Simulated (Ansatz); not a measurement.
**Energy ranking of Al3InAs4 structures**

Theory: Ansatz, DFT PBE, scalar-relativistic, plane waves, PAW. Settings: cutoff 420 eV, Γ-centred meshes spaced at most about 0.3 Å⁻¹ (2π included), Gaussian smearing. No spin polarisation.

Formation energies are uncorrected and refer to the elements' standard structures at the same level.

Temperature and zero-point effects are left out. The comparison covers the computed candidates alone. Kohn–Sham gaps at this level usually fall short of measured ones. The reference form of As is held partly by dispersion forces, which this level lacks.

Invented guesses were relaxed alike, and ends that match in structure were merged. ΔE counts from the first row. Coordination counts As atoms around Al and In (those within 1.25 times the shortest such distance or 1.15 times the sum of covalent radii). The ends were matched against large subsets of the Crystallography Open Database and the Materials Project, so a missing match doesn't prove that a structure is unreported.

```tsv
#	reached from	type and space group	atoms	Å³/atom	coordination	ΔE (meV/atom)	gap on mesh (eV)	in databases
1	Al and In ordered on zinc blende sites	I-42m (No. 121)	8	24.8	Al 4, In 4	0	1.15	no match
2	Al and In ordered on zinc blende sites	Pmm2 (No. 25)	8	24.8	Al 4, In 4	4	1.03	no match
3	Al and In ordered on zinc blende sites	P-43m (No. 215)	8	24.8	Al 4, In 4	6	1.16	no match
4	Al and In ordered on zinc blende sites	P-4m2 (No. 115)	8	24.9	Al 4, In 4	7	1.03	no match
```

The lowest: Space group I-42m (No. 121), tetragonal, a = 5.837 Å, c = 11.657 Å. Al on a site of symmetry -4 is surrounded by 4 As at 2.49 Å; Al on a site of symmetry -42m is surrounded by 4 As at 2.48 Å; In has 4 As at 2.65 Å; As has 3 Al at 2.48–2.49 Å and 1 In at 2.65 Å. Its energy over the elements is −0.421 eV/atom. Whether it is stable depends on the other phases of the system, which aren't compared here. An observed structure of this formula, if there is one, may be missing.

```cif
data_structure
_symmetry_space_group_name_H-M 'I-42m'
_symmetry_Int_Tables_number 121
_cell_length_a 5.8373
_cell_length_b 5.8373
_cell_length_c 11.6569
_cell_angle_alpha 90.000
_cell_angle_beta 90.000
_cell_angle_gamma 90.000
_cell_volume 397.20
loop_
_atom_site_label
_atom_site_type_symbol
_atom_site_symmetry_multiplicity
_atom_site_Wyckoff_symbol
_atom_site_fract_x
_atom_site_fract_y
_atom_site_fract_z
_atom_site_occupancy
Al1 Al 4 d 0.00000 0.50000 0.25000 1
Al2 Al 2 b 0.50000 0.50000 0.00000 1
In1 In 2 a 0.00000 0.00000 0.00000 1
As1 As 8 i 0.26347 0.73653 0.13053 1
```

The second: Space group Pmm2 (No. 25), orthorhombic, a = 4.124 Å, b = 8.255 Å, c = 5.837 Å. Al on a site of symmetry m is surrounded by 4 As at 2.48–2.50 Å; Al on a site of symmetry mm2 has 4 As at 2.47–2.50 Å; around In lie 4 As at 2.64–2.65 Å; As on a site of symmetry m is surrounded by 3 Al at 2.47–2.49 Å and 1 In at 2.65 Å; 2 more sites not described. Counting As atoms around Al and In, the first and the second both have Al 4, In 4. Cells relaxed within their symmetry can be saddle points.

```
CELL_PARAMETERS angstrom
4.12361 0.00000 0.00000
0.00000 8.25455 0.00000
0.00000 0.00000 5.83735
ATOMIC_POSITIONS crystal
Al 0.00000 0.74218 0.00009
Al 0.00000 0.25782 0.00009
Al 0.50000 0.50000 0.50101
In 0.50000 0.00000 0.50023
As 0.50000 0.73645 0.76078
As 0.00000 0.00000 0.21901
As 0.50000 0.26355 0.76078
As 0.00000 0.50000 0.25801
```

Some candidate types were left out of the draw beforehand, so a known form may be missing.

All four orderings keep the tetrahedral zinc blende network and lie within 7 meV/atom, so the cation arrangement matters little to the energy. Al and In are isovalent, and exchanging them leaves the octet bonding intact; what remains is mainly a size mismatch. In the lowest structure the As atoms move off their ideal positions to allow short Al–As bonds (2.48–2.49 Å) beside longer In–As bonds (2.65 Å), as is familiar from III–V alloys.

The ranking probably reflects how well each pattern relieves this strain. A uniform As environment of three Al and one In can't be the whole explanation: cubic P-43m has it too, yet lies above Pmm2, where As environments differ. The gaps don't follow the energy order either.

Such small differences suggest that configurational entropy would favour cation disorder at usual growth temperatures. The negative formation energy mostly reflects Al–As and In–As bonding already present in the binary arsenides, and so is no evidence of a driving force for mixing or ordering.
